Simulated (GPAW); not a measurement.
# SiC (P6_3mc) in GPAW: settings compared

One crystal, SiC, is run at these levels: revTPSS+D4, PBE, revPBE+D3, RPBE+D4; tasks: relaxation of cell and atoms, single point.

Everything below comes from runs of GPAW 26.7.0. Logs are shortened: lines on timing, memory, paths and dates and some standing lists are left out, and cuts for length are marked. The log counts tension as positive stress, the text compression.

### 1 The structure

Symmetry: P6_3mc, No. 186, hexagonal system. Conventional cell: a = 3.076 Å, b = 3.076 Å, c = 10.071 Å, α = 90.00°, β = 90.00°, γ = 120.00°. Si (site symmetry 3m) has 4 C at 1.88 to 1.89 Å as nearest neighbours. Around Si (site symmetry 3m) lie 4 C at 1.88 to 1.89 Å. C (site symmetry 3m) has 4 Si at 1.88 to 1.89 Å as nearest neighbours. Around C (site symmetry 3m) lie 4 Si at 1.88 to 1.89 Å.

The cell is a database's computed one.

### 2 Relaxation of cell and atoms, revTPSS+D4

The input, run.py:

```python
from ase.calculators.mixing import SumCalculator
from ase.filters import FrechetCellFilter
from ase.io import read, write
from ase.optimize import LBFGS
from dftd4.ase import DFTD4
from gpaw import GPAW, PW

atoms = read('SiC.cif')

calc = GPAW(mode=PW(800),
            xc='MGGA_X_REVTPSS+MGGA_C_REVTPSS',
            kpts={'size': (6, 6, 2), 'gamma': True},
            occupations={'name': 'fermi-dirac', 'width': 0.05},
            nbands=32,
            convergence={'density': 1e-05, 'energy': 1e-05},
            eigensolver='davidson',
            maxiter=150,
            txt='gpaw.txt')
atoms.calc = SumCalculator([calc, DFTD4(method='revtpss')])
opt = LBFGS(FrechetCellFilter(atoms), trajectory='relax.traj', logfile='-')
done = opt.run(fmax=0.02, steps=100)
calc.write('gs.gpw')
write('result.traj', atoms)
print('Converged:', done)
print('Cell:', atoms.cell.cellpar().round(4))
print('Volume:', round(atoms.get_volume(), 4))
print(atoms.get_scaled_positions().round(5))
```

The input, SiC.cif:

```cif
data_SiC
_cell_length_a 3.07569415
_cell_length_b 3.07569415
_cell_length_c 10.07064648
_cell_angle_alpha 90.00000000
_cell_angle_beta 90.00000000
_cell_angle_gamma 120.00000000
_space_group_name_H-M_alt 'P1'
_space_group_name_Hall 'P 1'
_space_group_IT_number 1
loop_
_space_group_symop_operation_xyz
'x,y,z'
loop_
_atom_site_label
_atom_site_type_symbol
_atom_site_symmetry_multiplicity
_atom_site_Wyckoff_symbol
_atom_site_fract_x
_atom_site_fract_y
_atom_site_fract_z
_atom_site_occupancy
Si1 Si 1 a 0.0000000000 0.0000000000 0.1878943800 1
Si2 Si 1 a 0.0000000000 0.0000000000 0.6878943800 1
Si3 Si 1 a 0.3333333333 0.6666666667 0.4378419800 1
Si4 Si 1 a 0.6666666667 0.3333333333 0.9378419800 1
C1 C 1 a 0.0000000000 0.0000000000 0.0004600500 1
C2 C 1 a 0.0000000000 0.0000000000 0.5004600500 1
C3 C 1 a 0.3333333333 0.6666666667 0.2498025900 1
C4 C 1 a 0.6666666667 0.3333333333 0.7498025900 1
```

Potentials or basis: GPAW PAW data sets (gpaw-data 1.2.1), pw.

Started as:

```
$ OMP_NUM_THREADS=1 python run.py
```

gpaw.txt:

```text
__  _  _
 | _ |_)|_||  |
 |__||  | ||/\| - 26.7.0

Input parameters:
  mode=PW(ecut=800.0),
  convergence={'density': 1e-05, 'energy': 1e-05},
  eigensolver=Davidson(niter=2),
  kpts=MonkhorstPack(size=(6, 6, 2), gamma=True),
  maxiter=150,
  nbands=32,
  occupations=Occupations(name='fermi-dirac', width=0.05),
  xc=XC(name='MGGA_X_REVTPSS+MGGA_C_REVTPSS')

Diagonalizing LCAO Hamiltonian
Converting LCAO to pw mode

            Si

            C
       Si

         Si
       C

         C

       Si

       C

Atoms  # Å, Bohr magnetons
|   | symbol |         x |        y |        z |    initial magnetic moments |
|---|--------|-----------|----------|----------|-----------------------------|
| 0 |     Si |  0.000000 | 0.000000 | 1.892218 | ( 0.0000,  0.0000,  0.0000) |
| 1 |     Si |  0.000000 | 0.000000 | 6.927541 | ( 0.0000,  0.0000,  0.0000) |
| 2 |     Si | -0.000000 | 1.775753 | 4.409352 | ( 0.0000,  0.0000,  0.0000) |
| 3 |     Si |  1.537847 | 0.887876 | 9.444675 | ( 0.0000,  0.0000,  0.0000) |
| 4 |      C |  0.000000 | 0.000000 | 0.004633 | ( 0.0000,  0.0000,  0.0000) |
| 5 |      C |  0.000000 | 0.000000 | 5.039956 | ( 0.0000,  0.0000,  0.0000) |
| 6 |      C | -0.000000 | 1.775753 | 2.515674 | ( 0.0000,  0.0000,  0.0000) |
| 7 |      C |  1.537847 | 0.887876 | 7.550997 | ( 0.0000,  0.0000,  0.0000) |

Unit cell  # Å
| periodic |         x |        y |         z |   lengths |     angles |
|----------|-----------|----------|-----------|-----------|------------|
|      yes |  3.075694 | 0.000000 |  0.000000 |  3.075694 |  90.000000 |
|      yes | -1.537847 | 2.663629 |  0.000000 |  3.075694 |  90.000000 |
|      yes |  0.000000 | 0.000000 | 10.070646 | 10.070646 | 120.000000 |

Number of symmetries: 6
Symmetry operations  # r_c * U_cc + t_c -> r_c
|   | kind |            matrix            |
|---|------|------------------------------|
| 0 |  σ   |  1, 1, 0,  0,-1, 0,  0, 0, 1 |
| 1 |  E   |  1, 0, 0,  0, 1, 0,  0, 0, 1 |
| 2 |  C3  |  0, 1, 0, -1,-1, 0,  0, 0, 1 |
| 3 |  σ   |  0,-1, 0, -1, 0, 0,  0, 0, 1 |
| 4 |  σ   | -1, 0, 0,  1, 1, 0,  0, 0, 1 |
| 5 |  C3  | -1,-1, 0,  1, 0, 0,  0, 0, 1 |

BZ-sampling:
  Number of BZ points: 72
  Number of IBZ points: 14

  Monkhorst-Pack size: [6, 6, 2]
  Monkhorst-Pack shift: [0.08333333333333333, 0.08333333333333333, 0.25]
[... 118 lines left out ...]
convergence criteria:
- Maximum integral of absolute [dens]ity change: 1e-05 electrons / valence electron
- Maximum [total energy] change in last 3 cyles: 1e-05 eV / valence electron
- Maximum integral of absolute [eigenst]ate change: 4e-08 eV^2 / valence electron
maximum number of iterations: 150

SCF iterations
|iter     | |      energy | eigst |  dens |
|---------|-|-------------|-------|-------|
|iter:   1| |  253.566965 | +3.23 |       |
|iter:   2| |  -75.406835 | +0.37 | -0.97 |
|iter:   3| |-55313.650905 | +3.71 | -0.58 |
|iter:   4| |    5.005670 | +2.67 | +1.11 |
|iter:   5| |  -37.159110 | +1.58 | -0.17 |
|iter:   6| |  -69.118373 | +0.22 | -0.94 |
|iter:   7| |  -70.537926 | -1.92 | -1.33 |
|iter:   8| |  -70.111286 | -1.87 | -1.12 |
|iter:   9| |  -70.076889 | -2.00 | -1.46 |
|iter:  10| |  -70.079429 | -4.14 | -2.36 |
|iter:  11| |  -70.079973 | -5.11 | -2.68 |
|iter:  12| |  -70.080144 | -5.74 | -2.88 |
|iter:  13| |  -70.079883c| -4.68 | -2.78 |
|iter:  14| |  -70.079902c| -6.41 | -3.73 |
|iter:  15| |  -70.079902c| -7.62c| -4.16 |
|iter:  16| |  -70.079902c| -8.21c| -4.62 |
|iter:  17| |  -70.079902c| -9.75c| -5.51c|
[... 57 lines left out ...]
Forces  # eV/Ang
|        x |        y |        z |
|----------|----------|----------|
|  0.00000 | -0.00000 | -0.00057 |  # Si   0
| -0.00000 |  0.00000 | -0.00057 |  # Si   1
| -0.00000 |  0.00000 | -0.00188 |  # Si   2
|  0.00000 | -0.00000 | -0.00188 |  # Si   3
| -0.00000 |  0.00000 |  0.00291 |  # C    4
|  0.00000 | -0.00000 |  0.00291 |  # C    5
| -0.00000 | -0.00000 | -0.00051 |  # C    6
| -0.00000 |  0.00000 | -0.00051 |  # C    7

Diagonalizing LCAO Hamiltonian
Converting LCAO to pw mode

            Si

            C
       Si

         Si
       C

         C

       Si

       C

Atoms  # Å, Bohr magnetons
|   | symbol |         x |         y |        z |    initial magnetic moments |
|---|--------|-----------|-----------|----------|-----------------------------|
| 0 |     Si | -0.000000 |  0.000000 | 1.891666 | ( 0.0000,  0.0000,  0.0000) |
| 1 |     Si |  0.000000 | -0.000000 | 6.925485 | ( 0.0000,  0.0000,  0.0000) |
| 2 |     Si | -0.000000 |  1.775242 | 4.408033 | ( 0.0000,  0.0000,  0.0000) |
| 3 |     Si |  1.537405 |  0.887621 | 9.441852 | ( 0.0000,  0.0000,  0.0000) |
| 4 |      C |  0.000000 | -0.000000 | 0.004657 | ( 0.0000,  0.0000,  0.0000) |
| 5 |      C | -0.000000 |  0.000000 | 5.038476 | ( 0.0000,  0.0000,  0.0000) |
| 6 |      C | -0.000000 |  1.775242 | 2.514883 | ( 0.0000,  0.0000,  0.0000) |
| 7 |      C |  1.537405 |  0.887621 | 7.548702 | ( 0.0000,  0.0000,  0.0000) |

Unit cell  # Å
| periodic |         x |         y |         z |   lengths |     angles |
|----------|-----------|-----------|-----------|-----------|------------|
|      yes |  3.074810 | -0.000000 |  0.000000 |  3.074810 |  90.000000 |
|      yes | -1.537405 |  2.662864 |  0.000000 |  3.074810 |  90.000000 |
|      yes |  0.000000 |  0.000000 | 10.067638 | 10.067638 | 120.000001 |

Number of symmetries: 2
Symmetry operations  # r_c * U_cc + t_c -> r_c
|   | kind |            matrix            |
|---|------|------------------------------|
| 0 |  E   |  1, 0, 0,  0, 1, 0,  0, 0, 1 |
| 1 |  σ   |  0,-1, 0, -1, 0, 0,  0, 0, 1 |
[... 125 lines left out ...]
convergence criteria:
- Maximum integral of absolute [dens]ity change: 1e-05 electrons / valence electron
- Maximum [total energy] change in last 3 cyles: 1e-05 eV / valence electron
- Maximum integral of absolute [eigenst]ate change: 4e-08 eV^2 / valence electron
maximum number of iterations: 150

SCF iterations
|iter     | |      energy | eigst |  dens |
|---------|-|-------------|-------|-------|
|iter:   1| |  255.562476 | +3.26 |       |
|iter:   2| |  -75.409304 | +0.37 | -0.96 |
|iter:   3| |-44888.938891 | +3.61 | -0.58 |
|iter:   4| |    0.771176 | +2.65 | +1.07 |
|iter:   5| |  -34.971003 | +1.59 | -0.15 |
|iter:   6| |  -68.903744 | +0.40 | -0.88 |
|iter:   7| |  -70.432139 | -1.65 | -1.67 |
|iter:   8| |  -70.154646 | -2.39 | -1.23 |
|iter:   9| |  -70.072315 | -2.03 | -1.43 |
|iter:  10| |  -70.078316 | -3.73 | -2.06 |
|iter:  11| |  -70.078949 | -3.85 | -2.40 |
|iter:  12| |  -70.078868 | -4.44 | -2.78 |
|iter:  13| |  -70.078768c| -5.25 | -3.00 |
|iter:  14| |  -70.078772c| -6.29 | -3.68 |
|iter:  15| |  -70.078773c| -8.12c| -4.56 |
|iter:  16| |  -70.078773c| -8.88c| -5.01c|
[... 57 lines left out ...]
Forces  # eV/Ang
|        x |        y |        z |
|----------|----------|----------|
| -0.00012 |  0.00007 | -0.00092 |  # Si   0
|  0.00012 | -0.00007 | -0.00062 |  # Si   1
|  0.00008 | -0.00005 | -0.00214 |  # Si   2
| -0.00008 |  0.00005 | -0.00203 |  # Si   3
|  0.00011 | -0.00006 |  0.00213 |  # C    4
| -0.00011 |  0.00006 |  0.00204 |  # C    5
|  0.00020 | -0.00012 |  0.00075 |  # C    6
| -0.00020 |  0.00012 |  0.00077 |  # C    7

Interpolating wave functions to new cell

            Si

            C
       Si

       C Si

         C

       Si

       C

Atoms  # Å, Bohr magnetons
|   | symbol |         x |         y |        z |    initial magnetic moments |
|---|--------|-----------|-----------|----------|-----------------------------|
| 0 |     Si | -0.000022 |  0.000013 | 1.884981 | ( 0.0000,  0.0000,  0.0000) |
| 1 |     Si |  0.000022 | -0.000013 | 6.900763 | ( 0.0000,  0.0000,  0.0000) |
| 2 |     Si |  0.000014 |  1.769108 | 4.392126 | ( 0.0000,  0.0000,  0.0000) |
| 3 |     Si |  1.532086 |  0.884566 | 9.407873 | ( 0.0000,  0.0000,  0.0000) |
| 4 |      C |  0.000020 | -0.000012 | 0.004830 | ( 0.0000,  0.0000,  0.0000) |
| 5 |      C | -0.000020 |  0.000012 | 5.020541 | ( 0.0000,  0.0000,  0.0000) |
| 6 |      C |  0.000036 |  1.769095 | 2.505572 | ( 0.0000,  0.0000,  0.0000) |
| 7 |      C |  1.532063 |  0.884579 | 7.521303 | ( 0.0000,  0.0000,  0.0000) |

Unit cell  # Å
| periodic |         x |         y |         z |   lengths |     angles |
|----------|-----------|-----------|-----------|-----------|------------|
|      yes |  3.064204 | -0.000003 | -0.000000 |  3.064204 |  90.000000 |
|      yes | -1.532104 |  2.653677 |  0.000000 |  3.064204 |  90.000000 |
|      yes | -0.000000 |  0.000000 | 10.031454 | 10.031454 | 120.000101 |

Number of symmetries: 2
Symmetry operations  # r_c * U_cc + t_c -> r_c
|   | kind |            matrix            |
|---|------|------------------------------|
| 0 |  E   |  1, 0, 0,  0, 1, 0,  0, 0, 1 |
| 1 |  σ   |  0,-1, 0, -1, 0, 0,  0, 0, 1 |
[... 125 lines left out ...]
convergence criteria:
- Maximum integral of absolute [dens]ity change: 1e-05 electrons / valence electron
- Maximum [total energy] change in last 3 cyles: 1e-05 eV / valence electron
- Maximum integral of absolute [eigenst]ate change: 4e-08 eV^2 / valence electron
maximum number of iterations: 150

SCF iterations
|iter     | |      energy | eigst |  dens |
|---------|-|-------------|-------|-------|
|iter:   1| | -298.788361 |       |       |
|iter:   2| |  -69.917596 | -0.06 | -0.99 |
|iter:   3| |  -70.069419 | -1.74 | -1.86 |
|iter:   4| |  -70.068504 | -3.23 | -1.93 |
|iter:   5| |  -70.061693 | -3.76 | -1.96 |
|iter:   6| |  -70.058530 | -3.64 | -2.13 |
|iter:   7| |  -70.058590 | -4.76 | -2.45 |
|iter:   8| |  -70.058541c| -5.30 | -2.59 |
|iter:   9| |  -70.058578c| -6.35 | -2.92 |
|iter:  10| |  -70.058559c| -6.23 | -2.91 |
|iter:  11| |  -70.058496c| -6.37 | -2.91 |
|iter:  12| |  -70.058427c| -5.35 | -3.02 |
|iter:  13| |  -70.058428c| -6.25 | -3.59 |
|iter:  14| |  -70.058429c| -7.78c| -4.25 |
|iter:  15| |  -70.058429c| -8.60c| -4.70 |
|iter:  16| |  -70.058429c| -9.71c| -5.46c|
[... 57 lines left out ...]
Forces  # eV/Ang
|        x |        y |        z |
|----------|----------|----------|
|  0.00105 | -0.00061 | -0.00160 |  # Si   0
| -0.00106 |  0.00061 | -0.00396 |  # Si   1
| -0.00052 |  0.00030 | -0.00213 |  # Si   2
|  0.00052 | -0.00030 | -0.00225 |  # Si   3
| -0.00061 |  0.00035 | -0.00499 |  # C    4
|  0.00061 | -0.00035 | -0.00409 |  # C    5
| -0.00093 |  0.00054 |  0.00913 |  # C    6
|  0.00093 | -0.00054 |  0.00992 |  # C    7

# Writing to gs.gpw (mode='')
```

Wall time 7.6 min (1 thread of Intel Xeon Platinum 8488C (Sapphire Rapids), shared host); peak memory 0.47 GiB.

What came out:

* Free energy: -72.9582 eV
* Relaxed volume: 10.20 Å³/atom
* Relaxed cell: a = 3.064 Å, b = 3.064 Å, c = 10.031 Å, α = 90.00°, β = 90.00°, γ = 120.00°
* Space group after relaxing (to 0.05 Å): P6_3mc (No. 186)
* Energy gained by relaxing: 0.8 meV/atom
* Ionic steps: 3
* Pressure after relaxing: 0.0 GPa
* Largest force after relaxing: 0.008 eV/Å
* Band gap on the k mesh: 2.10 eV, indirect (least direct gap 3.23 eV)
* Dispersion energy per atom: -0.362 eV

Forces on the atoms (eV/Å):
```
Si   0.001 -0.001  0.000
Si  -0.001  0.001 -0.002
Si  -0.001  0.000  0.000
Si   0.001  0.000 -0.001
C   -0.001  0.000 -0.006
C    0.001  0.000 -0.005
C   -0.001  0.001  0.007
C    0.001 -0.001  0.008
```

Step by step:
| step | energy change (eV) | largest force (eV/Å) | pressure (GPa) | volume (Å³) |
| --- | --- | --- | --- | --- |
| 1 | 0.0000 | 0.0027 | -2.53 | 82.50 |
| 2 | -0.0010 | 0.0015 | -2.34 | 82.43 |
| 3 | -0.0063 | 0.0079 | 0.03 | 81.57 |

Final structure:
```yaml
crystal:
  lattice:
    - [3.06420, 0.00000, 0.00000]
    - [-1.53210, 2.65368, 0.00000]
    - [0.00000, 0.00000, 10.03145]
  atoms:
    - { symbol: Si, position: [0.00000, 0.00000, 0.18791] }
    - { symbol: Si, position: [0.00000, 0.00000, 0.68791] }
    - { symbol: Si, position: [0.33334, 0.66666, 0.43784] }
    - { symbol: Si, position: [0.66666, 0.33334, 0.93784] }
    - { symbol: C, position: [0.00000, 0.00000, 0.00048] }
    - { symbol: C, position: [0.00000, 0.00000, 0.50048] }
    - { symbol: C, position: [0.33334, 0.66666, 0.24977] }
    - { symbol: C, position: [0.66666, 0.33334, 0.74977] }
```

Levels at points of the mesh, in eV from the valence-band top:
```
           k point  band 14  band 15  band 16  band 17  band 18  band 19
(0.00, 0.00, 0.00)    -0.05     0.00     0.00     5.29     5.90     6.45
(0.00, 0.00, 0.50)    -0.21    -0.21    -0.21     5.51     5.51     6.96
(0.50, 0.00, 0.00)    -2.26    -1.60    -1.13     2.10     2.27     4.25
(0.50, 0.00, 0.50)    -2.57    -1.57    -1.57     2.56     2.56     4.23
(0.50, 0.50, 0.00)    -2.26    -1.60    -1.13     2.10     2.27     4.25
(0.50, 0.50, 0.50)    -2.57    -1.57    -1.57     2.56     2.56     4.23
```

Caveat: the k mesh is coarse; later steps reuse the first step's grids; the PAW data sets were made with another functional, which shifts forces and pressure a little.

### 3 Single point, PBE

The input, run.py:

```python
from ase.dft.bandgap import bandgap
from ase.io import read, write
from ase.units import GPa
from gpaw import GPAW, PW

atoms = read('SiC.cif')

calc = GPAW(mode=PW(800),
            xc='PBE',
            kpts={'size': (5, 5, 2), 'gamma': True},
            occupations={'name': 'fermi-dirac', 'width': 0.05},
            nbands=32,
            convergence={'density': 1e-05, 'energy': 1e-05},
            maxiter=60,
            txt='gpaw.txt')
atoms.calc = calc
energy = atoms.get_potential_energy()
forces = atoms.get_forces()
stress = atoms.get_stress()
calc.write('gs.gpw')
write('result.traj', atoms)
print(f'Energy: {energy:.6f} eV')
print('Forces (eV/A):')
print(forces.round(4))
print('Stress (GPa):', (stress / GPa).round(3))
print('Fermi level:', round(calc.get_fermi_level(), 4), 'eV')
print(f'Gap: {bandgap(calc)[0]:.4f} eV, direct: {bandgap(calc, direct=True)[0]:.4f} eV')
```

SiC.cif is that of step 2.

Potentials or basis: GPAW PAW data sets (gpaw-data 1.2.1), pw.

Started as:

```
$ OMP_NUM_THREADS=1 python run.py
```

Wall time 28 s (1 thread of Intel Xeon Platinum 8375C at 2.90GHz (Ice Lake), shared host); peak memory 0.22 GiB.

The run converged. Its results:

| Property | Result |
| --- | --- |
| Free energy | -59.8462 eV |
| Pressure | 5.2 GPa |
| Largest force | 0.012 eV/Å |
| Band gap on the k mesh | 2.55 eV, indirect (least direct gap 3.57 eV) |

Forces on the atoms (eV/Å):
```
Si   0.000  0.000  0.012
Si   0.000  0.000  0.012
Si   0.000  0.000  0.008
Si   0.000  0.000  0.008
C    0.000  0.000 -0.010
C    0.000  0.000 -0.010
C    0.000  0.000 -0.009
C    0.000  0.000 -0.009
```

Stress tensor (GPa, compression positive):
```
5.40 0.00 0.00
0.00 5.40 0.00
0.00 0.00 4.88
```

Levels at points of the mesh, in eV from the valence-band top:
| k point | band 12 | band 13 | band 14 | band 15 | band 16 | band 17 | band 18 | band 19 | band 20 | band 21 |
| --- | --- | --- | --- | --- | --- | --- | --- | --- | --- | --- |
| (0.00, 0.00, 0.00) | -0.59 | -0.59 | -0.05 | 0.00 | 0.00 | 5.11 | 5.69 | 6.33 | 6.34 | 6.97 |
| (0.00, 0.00, 0.50) | -1.05 | -0.21 | -0.21 | -0.21 | -0.21 | 5.32 | 5.32 | 6.79 | 6.79 | 7.06 |

Caveat: the k mesh is coarse (spacing up to 0.47 Å⁻¹), so the values aren't converged; an odd mesh through Γ misses points on the zone boundary, where band edges often lie.

### 4 Relaxation of cell and atoms, revPBE+D3

The input, run.py:

```python
from ase.calculators.mixing import SumCalculator
from ase.filters import FrechetCellFilter
from ase.io import read, write
from ase.optimize import BFGS
from dftd3.ase import DFTD3
from gpaw import GPAW, PW

atoms = read('SiC.xyz')

calc = GPAW(mode=PW(800),
            xc='revPBE',
            kpts={'size': (6, 6, 2), 'gamma': True},
            occupations={'name': 'fermi-dirac', 'width': 0.05},
            nbands=32,
            convergence={'density': 1e-05, 'energy': 1e-05},
            maxiter=150,
            txt='gpaw.txt')
atoms.calc = SumCalculator([calc, DFTD3(method='revpbe', damping='d3zero')])
opt = BFGS(FrechetCellFilter(atoms), trajectory='relax.traj', logfile='-')
done = opt.run(fmax=0.05, steps=100)
calc.write('gs.gpw')
write('result.traj', atoms)
print('Converged:', done)
print('Cell:', atoms.cell.cellpar().round(4))
print('Volume:', round(atoms.get_volume(), 4))
print(atoms.get_scaled_positions().round(5))
```

The input, SiC.xyz:

```xyz
8
Lattice="3.0756941497 0.0000000000 0.0000000000 -1.5378470748 2.6636292679 0.0000000000 0.0000000000 0.0000000000 10.0706464800" Properties=species:S:1:pos:R:3 pbc="T T T"
Si     0.0000000000      0.0000000000      1.8922178766
Si     0.0000000000      0.0000000000      6.9275411166
Si    -0.0000000001      1.7757528454      4.4093517947
Si     1.5378470750      0.8878764225      9.4446750347
C      0.0000000000      0.0000000000      0.0046330009
C      0.0000000000      0.0000000000      5.0399562409
C     -0.0000000001      1.7757528454      2.5156735737
C      1.5378470750      0.8878764225      7.5509968137
```

Potentials or basis: the program's PAW data sets (release 1.2.1) made for this functional, pw.

Started as:

```
$ OMP_NUM_THREADS=1 python run.py
```

Run time: 55 s. Hardware: 1 thread of Intel Xeon 6975P-C (Granite Rapids), shared host; peak memory 0.27 GiB.

Results (log left out):

| Quantity | Value |
| --- | --- |
| Free energy | -59.4136 eV |
| Relaxed volume | 10.48 Å³/atom |
| Relaxed cell | a = 3.093 Å, b = 3.093 Å, c = 10.122 Å, α = 90.00°, β = 90.00°, γ = 120.00° |
| Space group after relaxing (to 0.05 Å) | P6_3mc (No. 186) |
| Energy gained by relaxing | 2.3 meV/atom |
| Ionic steps | 3 |
| Pressure after relaxing | 0.1 GPa |
| Largest force after relaxing | 0.047 eV/Å |
| Band gap on the k mesh | 2.23 eV, indirect (least direct gap 3.35 eV) |
| Dispersion energy per atom | -0.274 eV |

Forces on the atoms (eV/Å):
```
Si   0.000  0.000 -0.047
Si   0.000  0.000 -0.047
Si   0.000  0.000  0.017
Si   0.000  0.000  0.017
C    0.000  0.000  0.045
C    0.000  0.000  0.045
C    0.000  0.000 -0.015
C    0.000  0.000 -0.015
```

Stress tensor (GPa, compression positive):
```
0.17 0.00 0.00
0.00 0.17 0.00
0.00 0.00 0.04
```

The path:
```tsv
step	energy change (eV)	largest force (eV/Å)	pressure (GPa)	volume (Å³)
1	0.0000	0.0183	3.83	82.50
2	-0.0027	0.0095	3.52	82.61
3	-0.0186	0.0473	0.13	83.86
```

Final structure:
```
Si C
1.0
     3.09298    0.00000    0.00000
    -1.54649    2.67860    0.00000
     0.00000    0.00000   10.12219
Si C
4 4
Cartesian
  0.0000 0.0000 1.9037
  0.0000 0.0000 6.9648
  0.0000 1.7857 4.4316
  1.5465 0.8929 9.4927
  0.0000 0.0000 0.0027
  0.0000 0.0000 5.0638
  0.0000 1.7857 2.5291
  1.5465 0.8929 7.5902
```

Levels at points of the mesh, in eV from the valence-band top:
```
           k point  band 14  band 15  band 16  band 17  band 18  band 19
(0.00, 0.00, 0.00)    -0.04     0.00     0.00     4.99     5.57     6.16
(0.00, 0.00, 0.50)    -0.21    -0.21    -0.21     5.20     5.20     6.65
(0.50, 0.50, 0.00)    -2.19    -1.56    -1.12     2.23     2.35     4.20
(0.50, 0.50, 0.50)    -2.47    -1.55    -1.55     2.64     2.64     4.19
```

Caveat: the k mesh is coarse; later steps reuse the first step's grids. A hybrid or GW would open this gap; revPBE tends to underestimate it.

[end of part 1 of 2]
